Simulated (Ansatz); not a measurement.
## HgTe under strain: Quadrupolar parameters

The cell is an entry of the Crystallography Open Database (COD), relaxed with PBE at fixed cell and then changed (z compressed by 1 %, ions relaxed).

```yaml
crystal:
  lattice:
    - [0.00000, 2.92150, 2.89229]
    - [2.92150, 0.00000, 2.89229]
    - [2.92150, 2.92150, 0.00000]
  atoms:
    - { symbol: Hg, position: [0.00000, 0.00000, 0.00000] }
    - { symbol: Te, position: [0.50000, 0.50000, 0.50000] }
```

Atoms are numbered from 1 in the order listed; like atoms form one site, named after its first atom.

The numbers come from a DFT calculation in Ansatz (PBE, plane waves and PAW, scalar-relativistic, 420 eV cutoff, Γ-centred 14×14×14 k-points, Fermi–Dirac smearing 0.05 eV).

V_zz is the principal component of the electric field gradient with the largest magnitude, η = (V_xx − V_yy)/V_zz and C_Q = eQV_zz/h.

Hg-201: I = 3/2, Q = 387.0 mb. Nuclear quadrupole moments: year-2017 set (Pyykkö).

**Question.** Give the quadrupolar parameters of the distinct sites.

**Answer.** 

| site | atoms (order as listed) | first shell | V_xx, V_yy, V_zz (10²¹ V/m²) | η | C_Q (MHz) |
| --- | --- | --- | --- | --- | --- |
| Hg | 1 | 6 Te at 2.89–2.92 Å | 0.58, 0.58, -1.17 | 0.00 | -10.9 |
| Te | 2 | 6 Hg at 2.89–2.92 Å | -1.06, -1.06, 2.11 | 0.00 | – |

An axis of threefold or higher order runs through Hg and Te, so V_zz lies along it and η is zero.

Te has no stable isotope with a ground-state quadrupole moment in the table, so no C_Q is given.

With no gap above 0.1 eV, as in a metal, the gradients converge slowly in k; expect changes of a tenth or more on a denser mesh. Spin–orbit coupling is left out, which shifts gradients on Hg by a few per cent in wide-gap crystals, and can shift them far more where the calculated gap is small or absent, as here. At this changed cell the PBE pressure is 11 GPa.
